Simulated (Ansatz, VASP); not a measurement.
## KCl in VASP and in Ansatz

The input INCAR:

```
SYSTEM = KCl
ALGO     = Normal         ! electronic algorithm
EDIFF    = 1E-8           ! SCF threshold, eV
ENCUT    = 520            ! plane-wave cutoff, eV
GGA      = PS             ! functional
ISIF     = 2              ! what is computed and relaxed
ISMEAR   = -1             ! smearing method
LASPH    = .TRUE.         ! aspherical terms in the spheres
LCHARG   = .FALSE.        ! write CHGCAR
LEFG     = .TRUE.       
LREAL    = .FALSE.        ! projectors in reciprocal space
LWAVE    = .FALSE.        ! write WAVECAR
NBANDS   = 15             ! bands
NELM     = 60             ! most SCF steps
PREC     = Accurate       ! precision mode
SIGMA    = 0.01           ! smearing width, eV
```

KPOINTS

```
k-points
0
G
  7 7 7
  0 0 0
```

POSCAR

```
KCl
1.0
    3.5976600000      0.0000000000      0.0000000000
    0.0000000000      3.5976600000      0.0000000000
    0.0000000000      0.0000000000      3.6340000000
K Cl
1 1
Direct
    0.0000000000      0.0000000000      0.0000000000
    0.5000000000      0.5000000000      0.5000000000
```

Input for Ansatz:

```yaml
crystal:
  lattice:
    - [3.59766, 0.0, 0.0]
    - [0.0, 3.59766, 0.0]
    - [0.0, 0.0, 3.634]
  atoms:
    - { symbol: K, position: [0.0, 0.0, 0.0] }
    - { symbol: Cl, position: [0.5, 0.5, 0.5] }
kpoints:
  mp_grid: { grid: [7, 7, 7] }
scf:
  occupations: { method: fermi_dirac, width: 0.01 }
hamiltonian:
  xc: pbesol
  pseudopotentials: { kind: paw }
output:
  forces: true
  stress: true
  eigenvalues: true
  efg: { contact_densities: true }
```

Change from the starting cell: equal xx and yy strain of -1 %, PAW files.

Alike in both runs: task electric field gradients; functional PBEsol; k mesh 7 × 7 × 7; occupations fermi-dirac, width 0.01 eV; no spin polarisation.

|  | VASP | Ansatz |
| --- | --- | --- |
| version | VASP 6.6.1 | Ansatz 0.2.0 |
| potentials or method | VASP PAW PBE potentials, release 64 (K_sv, Cl) | PAW with Ansatz's default frozen-core files, scalar-relativistic |
| plane-wave cutoff (eV) | 520 | 420 |
| valence electrons in the cell | 16 | 16 |

Ansatz gave:

| Property | Result |
| --- | --- |
| gap on the k mesh at the Fermi level (eV) | 5.49 |
| pressure (GPa) | 3.0 |
| largest component of the traceless stress (GPa) | 0.35 |
| Vzz of the field gradient on the site that differs most (V/Å²) | 2.7 |

Question: Which values does VASP return?

Answer: gap on the k mesh at the Fermi level (eV): 5.48; pressure (GPa): 3.1; largest component of the traceless stress (GPa): 0.35; Vzz of the field gradient on the site that differs most (V/Å²): 2.6.

Caveats: the PAW data sets were made with another functional, which shifts forces and pressure a little (VASP); an odd mesh through Γ misses points on the zone boundary, where band edges often lie.
